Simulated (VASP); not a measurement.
# Nb (Im-3m) in VASP: a series of runs

The runs below take Nb through relaxation of cell and atoms, electrostatic potential, with PBE+D3(BJ).

Program: VASP 6.6.1. These are calculated values, not measurements. Logs are shortened: lines on timing, memory, paths and dates and some standing lists are left out, and cuts for length are marked.

## 1. The structure

It takes space group Im-3m (No. 229, cubic). The conventional cell has a = 3.270 Å, b = 3.270 Å, c = 3.270 Å, α = 90.00°, β = 90.00°, γ = 90.00°. Nb (site symmetry m-3m) is surrounded by 8 Nb at 2.83 Å.

The cell was built by a generator and needn't be a form met in nature.

## 2. Relaxation of cell and atoms, PBE+D3(BJ)

Contents of INCAR:

```
SYSTEM = Nb
ALGO     = Fast           ! electronic algorithm
EDIFF    = 1E-6           ! SCF threshold, eV
EDIFFG   = -0.005         ! ionic threshold
ENCUT    = 600            ! plane-wave cutoff, eV
GGA      = PE             ! functional
IBRION   = 2              ! ionic algorithm
ISIF     = 3              ! what is computed and relaxed
ISMEAR   = 1              ! smearing method
IVDW     = 12             ! dispersion correction
LASPH    = .True.         ! aspherical terms in the spheres
LCHARG   = .False.        ! write CHGCAR
LREAL    = .False.        ! projectors in reciprocal space
LWAVE    = .False.        ! write WAVECAR
NELM     = 120            ! most SCF steps
NSW      = 60             ! ionic steps
PREC     = Accurate       ! precision mode
SIGMA    = 0.1            ! smearing width, eV
```

Contents of KPOINTS:

```
k-points
0
Gamma
  18 18 18
  0 0 0
```

Contents of POSCAR:

```
Nb
1.0
   -1.6350000000      1.6350000000      1.6350000000
    1.6350000000     -1.6350000000      1.6350000000
    1.6350000000      1.6350000000     -1.6350000000
Nb
1
Direct
    0.0000000000      0.0000000000      0.0000000000
```

Potentials or basis: VASP PAW PBE potentials, release 64 (Nb_sv).

Run with:

```bash
> cat potpaw_PBE.64/Nb_sv/POTCAR > POTCAR
> mpirun -np 1 vasp_std > vasp.out
```

OUTCAR:

```text
SYSTEM = Nb
   EDIFF = 1E-6
   EDIFFG = -0.005
   ENCUT = 600
   GGA = PE
   IBRION = 2
   ISIF = 3
   ISMEAR = 1
   IVDW = 12
   LASPH = .True.
   LREAL = .False.
   NELM = 120
   NSW = 60
   PREC = Accurate
 IVDW          = 12

 ion  position               nearest neighbor table
   1  0.000  0.000  0.000-

  LATTYP: Found a body centered cubic cell.
 ALAT       =     3.2700000000

  Lattice vectors:

 A1 = (  -1.6350000000,   1.6350000000,   1.6350000000)
 A2 = (   1.6350000000,  -1.6350000000,   1.6350000000)
 A3 = (   1.6350000000,   1.6350000000,  -1.6350000000)

Analysis of symmetry for initial positions (statically):
=====================================================================
 Subroutine PRICEL returns:
 Original cell was already a primitive cell.

 Routine SETGRP: Setting up the symmetry group for a
 body centered cubic supercell.

 Subroutine GETGRP returns: Found 48 space group operations
 (whereof 48 operations were pure point group operations)
 out of a pool of 48 trial point group operations.

The static configuration has the point symmetry O_h .

Analysis of symmetry for dynamics (positions and initial velocities):
=====================================================================
 Subroutine PRICEL returns:
 Original cell was already a primitive cell.

 Routine SETGRP: Setting up the symmetry group for a
 body centered cubic supercell.

 Subroutine GETGRP returns: Found 48 space group operations
 (whereof 48 operations were pure point group operations)
 out of a pool of 48 trial point group operations.

The dynamic configuration has the point symmetry O_h .

 Subroutine INISYM returns: Found 48 space group operations
 (whereof 48 operations are pure point group operations),
 and found     1 'primitive' translations

----------------------------------------------------------------------------------------

                                     Primitive cell

  volume of cell :      17.4829

  direct lattice vectors                    reciprocal lattice vectors
    -1.635000000  1.635000000  1.635000000     0.000000000  0.305810398  0.305810398
     1.635000000 -1.635000000  1.635000000     0.305810398  0.000000000  0.305810398
     1.635000000  1.635000000 -1.635000000     0.305810398  0.305810398  0.000000000

  length of vectors
     2.831903070  2.831903070  2.831903070     0.432481212  0.432481212  0.432481212

  position of ions in fractional coordinates (direct lattice)
     0.000000000  0.000000000  0.000000000

  ion indices of the primitive-cell ions
   primitive index   ion index
[... 68 lines left out ...]
   LNONCOLLINEAR =      F non collinear calculations
   LSORBIT =      F    spin-orbit coupling
   LASPH  =      T    aspherical Exc in radial PAW
   ENCUT  =  600.0 eV  44.10 Ry    6.64 a.u.   5.66  5.66  5.66*2*pi/ulx,y,z
   NELM   =    120;   NELMIN=  2; NELMDL= -5     # of ELM steps
   EDIFF  = 0.1E-05   stopping-criterion for ELM
   LREAL  =      F    real-space projection
   EDIFFG = -.5E-02   stopping-criterion for IOM
   NSW    =     60    number of steps for IOM
   IBRION =      2    ionic relax: 0-MD 1-quasi-New 2-CG
   NFREE  =      1    steps in history (QN), initial steepest desc. (CG)
   ISIF   =      3    stress and relaxation
   ISYM   =      2    0-nonsym 1-usesym 2-fastsym
   POTIM  = 0.5000    time-step for ionic-motion
   TEBEG  =    0.0;   TEEND  =   0.0 temperature during run
   PSTRESS=    0.0 pullay stress
   NELECT =      13.0000    total number of electrons
   NUPDOWN=      -1.0000    fix difference up-down
   EMIN   =  10.00;   EMAX   =-10.00  energy-range for DOS
   EFERMI =   0.00;   METHOD = LEGACY
   ISMEAR =     1;   SIGMA  =   0.10  broadening in eV -4-tet -1-fermi 0-gaus
   EFERMI_NEDOS =   21; number of points for ismear=-14 and -15
   IALGO  =     68    algorithm
   IMIX   =      4    mixing-type and parameters
     AMIX     =   0.40;   BMIX     =  1.00
     AMIX_MAG =   1.60;   BMIX_MAG =  1.00
  volume/ion in A,a.u.               =      17.48       117.98
  Fermi-wavevector in a.u.,A,eV,Ry     =   1.483149  2.802746 29.929167  2.199732
  Thomas-Fermi vector in A             =   2.596847
   LORBIT       =      0    0 simple, 1 ext, 2 COOP (PROOUT), +10 PAW based schemes
   GGA     = PE    functional components
   LHFCALC =     F    Hartree Fock is set to
   AEXX    =    0.0000 exact exchange contribution
   IVDW    =    12    specifies the selected vdW correction
   LEPSILON=     F    determine dielectric tensor
   LRPA    =     F    only Hartree local field effects (RPA)
 conjugate gradient relaxation of ions
 non-spin polarized calculation
 RMM-DIIS sequential band-by-band and
 Methfessel and Paxton  Order N= 1 SIGMA  =   0.10
  energy-cutoff  :      600.00
  volume of cell :       17.48
 maximum number of plane-waves:       603
   NGX = 11   NGY = 11   NGZ = 11

--------------------------------------- Ionic step        1  -------------------------------------------

 number of electron      13.0000001 magnetization

 Free energy of the ion-electron system (eV)
  ---------------------------------------------------
  ext. energy  EPLUGINS =         0.00000000
  ---------------------------------------------------
  free energy    TOTEN  =       -10.20301827 eV

  energy without entropy =      -10.20360001  energy(sigma->0) =      -10.20321218

------------------------ aborting loop because EDIFF is reached ----------------------------------------

 Edisp (eV)   -0.75903

 E8    (eV) :    -0.3688
[... 108 lines left out ...]
--------------------------------------- Ionic step        4  -------------------------------------------

 number of electron      13.0000001 magnetization

 Free energy of the ion-electron system (eV)
  ---------------------------------------------------
  ext. energy  EPLUGINS =         0.00000000
  ---------------------------------------------------
  free energy    TOTEN  =       -10.19952092 eV

  energy without entropy =      -10.20016363  energy(sigma->0) =      -10.19973516

 E-fermi :  11.6537     XC(G=0): -12.6798

 val. band max:       11.6454253682   @ k =  -0.2222   0.3333   0.1111
 cond. band min:      11.6627691845   @ k =   0.3333   0.1667   0.1667
 fundamental gap:      0.0173438163
 Fermi energy:        11.6537306655

 k-point     1 :       0.0000    0.0000    0.0000
  band No.  band energies     occupation
      1     -42.6616      2.00000
      2     -17.8801      2.00000
      3     -17.8801      2.00000
      4     -17.8801      2.00000
      5       5.6596      2.00000
      6      12.0221     -0.00000
      7      12.0221     -0.00000
      8      12.0221     -0.00000
      9      15.0475      0.00000
     10      15.0475      0.00000
[... 287 lines left out ...]
 k-point    24 :       0.3889    0.1111    0.0000
  band No.  band energies     occupation
      1     -42.3798      2.00000
      2     -19.2957      2.00000
      3     -18.3974      2.00000
      4     -17.9608      2.00000
      5       8.2067      2.00000
      6      10.0483      2.00000
      7      12.8834     -0.00000
      8      14.9450      0.00000
      9      16.0894      0.00000
     10      18.6932      0.00000

 [... further k-points ...]

------------------------ aborting loop because EDIFF is reached ----------------------------------------

 Edisp (eV)   -0.76278

 E8    (eV) :    -0.3706
[... 24 lines left out ...]
  FREE ENERGIE OF THE ION-ELECTRON SYSTEM (eV)
  ---------------------------------------------------
  free  energy   TOTEN  =       -10.9623016471 eV

  energy  without entropy=      -10.9629443532  energy(sigma->0) =      -10.96251588

 reached required accuracy - stopping structural energy minimisation
```

CONTCAR:

```text
Nb
   1.00000000000000
    -1.6324345745187774    1.6324345745187774    1.6324345745187774
     1.6324345745187774   -1.6324345745187774    1.6324345745187774
     1.6324345745187774    1.6324345745187774   -1.6324345745187774
  Nb
     1
Direct
     0.0000000000000000    0.0000000000000000    0.0000000000000000

  0.00000000E+00  0.00000000E+00  0.00000000E+00
```

Run time: 92 s. Hardware: 1 thread of AMD EPYC 9R45 (Zen 5), shared host; peak memory 0.16 GiB.

Results:

* Free energy: -10.9623 eV
* Relaxed volume: 17.40 Å³/atom
* Relaxed cell: a = 2.827 Å, b = 2.827 Å, c = 2.827 Å, α = 109.47°, β = 109.47°, γ = 109.47°
* Space group after relaxing (to 0.05 Å): Im-3m (No. 229)
* Energy gained by relaxing: 0.3 meV/atom
* Ionic steps: 4
* Pressure after relaxing: 0.0 GPa
* Band gap on the k mesh: none (metal or under the smearing width)
* Dispersion energy per atom: -0.763 eV

Step by step:
```tsv
step	energy change (eV)	largest force (eV/Å)	pressure (GPa)	volume (Å³)
1	0.0000	0.0000	-0.87	17.48
2	0.0005	0.0000	1.57	17.24
3	-0.0003	0.0000	0.07	17.39
4	-0.0003	0.0000	0.01	17.40
```

Final structure:
```cif
data_structure
_symmetry_space_group_name_H-M 'P 1'
_symmetry_Int_Tables_number 1
_cell_length_a 2.8275
_cell_length_b 2.8275
_cell_length_c 2.8275
_cell_angle_alpha 109.471
_cell_angle_beta 109.471
_cell_angle_gamma 109.471
_cell_volume 17.40
loop_
_atom_site_label
_atom_site_type_symbol
_atom_site_fract_x
_atom_site_fract_y
_atom_site_fract_z
_atom_site_occupancy
Nb1 Nb 0.00000 0.00000 0.00000 1
```

Levels at points of the mesh, in eV from the Fermi level:
| k point | band 3 | band 4 | band 5 | band 6 | band 7 | band 8 | band 9 | band 10 |
| --- | --- | --- | --- | --- | --- | --- | --- | --- |
| (0.00, 0.00, 0.00) | -29.53 | -29.53 | -5.99 | 0.37 | 0.37 | 0.37 | 3.39 | 3.39 |
| (0.50, 0.00, 0.00) | -30.01 | -29.55 | -3.86 | -1.75 | 2.47 | 3.45 | 4.16 | 6.67 |
| (0.50, 0.50, 0.50) | -30.56 | -30.56 | -3.91 | -3.91 | 5.86 | 5.86 | 5.86 | 9.39 |

Caveat: pairwise dispersion overbinds metals, which lowers pressure and volume.

## 3. Electrostatic potential, PBE+D3(BJ)

This run uses another cell than the first one, of 17.40 Å³/atom, 0.995 times its volume.

Contents of INCAR:

```
SYSTEM = Nb
PREC     = Accurate       ! precision mode
ENCUT    = 520            ! plane-wave cutoff, eV
EDIFF    = 1E-6           ! SCF threshold, eV
ISMEAR   = 1              ! smearing method
SIGMA    = 0.1            ! smearing width, eV
LREAL    = .FALSE.        ! projectors in reciprocal space
LASPH    = .TRUE.         ! aspherical terms in the spheres
NELM     = 100            ! most SCF steps
ALGO     = Fast           ! electronic algorithm
ISIF     = 2              ! what is computed and relaxed
LWAVE    = .FALSE.        ! write WAVECAR
LCHARG   = .TRUE.         ! write CHGCAR
GGA      = PE             ! functional
IVDW     = 12             ! dispersion correction
LVHAR    = .TRUE.
```

Contents of KPOINTS:

```
regular mesh
0
G
  18 18 18
  0 0 0
```

Contents of POSCAR:

```
Nb                                      
1.0
   -1.6324345745      1.6324345745      1.6324345745
    1.6324345745     -1.6324345745      1.6324345745
    1.6324345745      1.6324345745     -1.6324345745
  Nb            
     1
Direct
     0.0000000000000000    0.0000000000000000    0.0000000000000000
```

Potentials or basis: VASP PAW PBE potentials, release 64 (Nb_sv).

Run with:

```bash
> cat potpaw_PBE.64/Nb_sv/POTCAR > POTCAR
> mpirun -np 1 vasp_std > vasp.out
```

Wall time 39 s (1 thread of AMD EPYC 9R45 (Zen 5), shared host); peak memory 0.14 GiB.

It converged, with:

```
Free energy                : -10.9622 eV
Pressure                   : -0.1 GPa
Band gap on the k mesh     : none (metal or under the smearing width)
Dispersion energy per atom : -0.763 eV
```

Levels at points of the mesh, in eV from the Fermi level:
```tsv
k point	band 3	band 4	band 5	band 6	band 7	band 8	band 9	band 10
(0.00, 0.00, 0.00)	-29.53	-29.53	-5.99	0.37	0.37	0.37	3.39	3.39
(0.50, 0.00, 0.00)	-30.01	-29.55	-3.85	-1.75	2.47	3.45	4.16	6.67
(0.50, 0.50, 0.50)	-30.56	-30.56	-3.91	-3.91	5.86	5.86	5.86	9.39
```

Caveat: pairwise dispersion overbinds metals, which lowers pressure and volume.
